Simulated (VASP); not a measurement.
Set up this calculation in VASP 6.6.1, as the native input.

```
Task                   : single point
Functional             : PBE
Potentials or basis    : VASP PAW PBE potentials, release 64 (K_sv, I)
Cutoff                 : 520 eV
k mesh                 : 6 × 6 × 6
Occupations            : fermi-dirac, width 0.02 eV
Spin                   : no spin polarisation
Dipole correction      : no
Further INCAR settings : ALGO = Fast; EDIFF = 1e-07; NBANDS = 15
```

The structure of KI lies in POSCAR:

```
KI
1.0
    4.2278633341      0.0000000000      0.0000000000
    0.0000000000      4.2909401544      0.0000000000
    0.0000000000      0.0000000000      4.2909401544
K I
1 1
Direct
    0.0000000000      0.0000000000      0.0000000000
    0.5000000000      0.5000000000      0.5000000000
```

The cell was built by a generator and needn't be a form met in nature.

The cell isn't the ideal one: uniaxial_x strain -1.5%.

These files were run (other wordings do the same):

INCAR

```
  PREC = Accurate
  ENCUT = 520
  EDIFF = 1E-7
  ISMEAR = -1
  SIGMA = 0.02
  LREAL = False
  LASPH = True
  NELM = 100
  ALGO = Fast
  ISIF = 2
  LWAVE = False
  LCHARG = False
  GGA = PE
  NBANDS = 15
```

KPOINTS

```
Automatic mesh
0
Gamma
  6 6 6
```

Potentials or basis: VASP PAW PBE potentials, release 64 (K_sv, I).

Run with:

```console
$ cat potpaw_PBE.64/K_sv/POTCAR potpaw_PBE.64/I/POTCAR > POTCAR
$ mpirun -np 1 vasp_std > vasp.out
```

Results of the run:

```yaml
Pressure: 0.7 GPa
Band_gap_on_the_k_mesh: 3.31 eV, indirect (least direct gap 3.66 eV)
```

Caveat: spin-orbit coupling is left out, which moves the levels of the heavy elements.

Wall time 27 s on 1 thread of Intel(R) Xeon(R) Platinum 8375C CPU @ 2.90GHz (Ice Lake), on a shared host, peak memory 0.2 GiB.
